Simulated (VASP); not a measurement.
A run of VASP 6.6.1:

The input INCAR:

```
ALGO = Normal
EDIFF = 1E-7
EDIFFG = -0.005
ENCUT = 600
IBRION = 2
ISIF = 3
ISMEAR = 0
LASPH = T
LCHARG = F
LMIXTAU = T
LREAL = F
LWAVE = F
METAGGA = R2SCAN
NELM = 100
NSW = 90
PREC = Accurate
SIGMA = 0.1
```

File KPOINTS:

```
k-points
0
Gamma
  18 18 18
```

File POSCAR:

```
Nb
1.0
    0.0000000000      2.0800838200      2.0800838200
    2.0800838200      0.0000000000      2.0800838200
    2.0800838200      2.0800838200      0.0000000000
Nb
1
Direct
    0.0000000000      0.0000000000      0.0000000000
```

Potentials or basis: VASP PAW PBE potentials, release 64 (Nb_sv).

Launch:

```console
$ cat potpaw_PBE.64/Nb_sv/POTCAR > POTCAR
$ mpirun -np 1 vasp_std > vasp.out
```

Hardware: 1 thread of Intel(R) Xeon(R) Platinum 8488C (Sapphire Rapids) (shared host).

Q: How long does it take, and how much memory?

A: It took 4.7 min on 1 thread of Intel(R) Xeon(R) Platinum 8488C (Sapphire Rapids) (shared host), peak memory 0.2 GiB. Counts: scf iterations 62, k points 195, ion steps 4.
